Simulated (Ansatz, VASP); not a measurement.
Given: the input of a run of Ansatz 0.2.0 on ZrC.

The input input.yaml:

```yaml
crystal:
  lattice:
    - [3.3914762718, 0.0, 0.0]
    - [-1.6957381359, 2.9371046077, 0.0]
    - [0.0, 0.0, 5.290053]
  atoms:
    - { symbol: Zr, position: [0.6666666667, 0.3333333333, 0.75] }
    - { symbol: Zr, position: [0.3333333333, 0.6666666667, 0.25] }
    - { symbol: C, position: [0.0, 0.0, 0.5] }
    - { symbol: C, position: [0.0, 0.0, 0.0] }
hamiltonian:
  xc: pbe
  pseudopotentials: { kind: paw }
kpoints:
  mp_grid: { grid: [9, 9, 5] }
scf:
  occupations: { method: fermi_dirac, width: 0.05 }
output:
  forces: true
  stress: true
  eigenvalues: true
```

Potentials or basis: Ansatz PAW.

The run is started by

```bash
$ ansatz run input.yaml --threads 2 --pin off --max-ram 5120MiB --backend cpu --events-out ev --progress --plain --runs-dir out
```

**Question.** Set up the same calculation for VASP 6.6.1. Potentials there: VASP PAW PBE potentials, release 64 (Zr_sv, C).

**Answer.** As run (the cutoff follows the program's own potentials):

Contents of INCAR:

```
SYSTEM = ZrC
PREC = Accurate
ENCUT = 520
EDIFF = 1E-7
ISMEAR = -1
SIGMA = 0.05
LREAL = .FALSE.
LASPH = .TRUE.
NELM = 100
ALGO = Normal
ISIF = 2
LWAVE = .FALSE.
LCHARG = .FALSE.
GGA = PE
NBANDS = 24
```

KPOINTS

```
regular mesh
0
G
  9 9 5
  0 0 0
```

Contents of POSCAR:

```
ZrC
1.0
    3.3914762718      0.0000000000      0.0000000000
   -1.6957381359      2.9371046077      0.0000000000
    0.0000000000      0.0000000000      5.2900530000
Zr C
2 2
Direct
    0.6666666667      0.3333333333      0.7500000000
    0.3333333333      0.6666666667      0.2500000000
    0.0000000000      0.0000000000      0.5000000000
    0.0000000000      0.0000000000      0.0000000000
```

Potentials or basis: VASP PAW PBE potentials, release 64 (Zr_sv, C).

Command:

```bash
$ cat potpaw_PBE.64/Zr_sv/POTCAR potpaw_PBE.64/C/POTCAR > POTCAR
$ mpirun -np 1 vasp_std > vasp.out
```

Both were run:

|  | VASP | Ansatz | Ansatz less VASP |
| --- | --- | --- | --- |
| gap on the k mesh at the Fermi level (eV) | none | none | - |
| pressure (GPa) | -2.0 | -2.2 | -0.23 |
| largest component of the traceless stress (GPa) | 1.68 | 1.69 | +0.009 |

A gap of «none» marks a metal or a gap that the smearing closes.
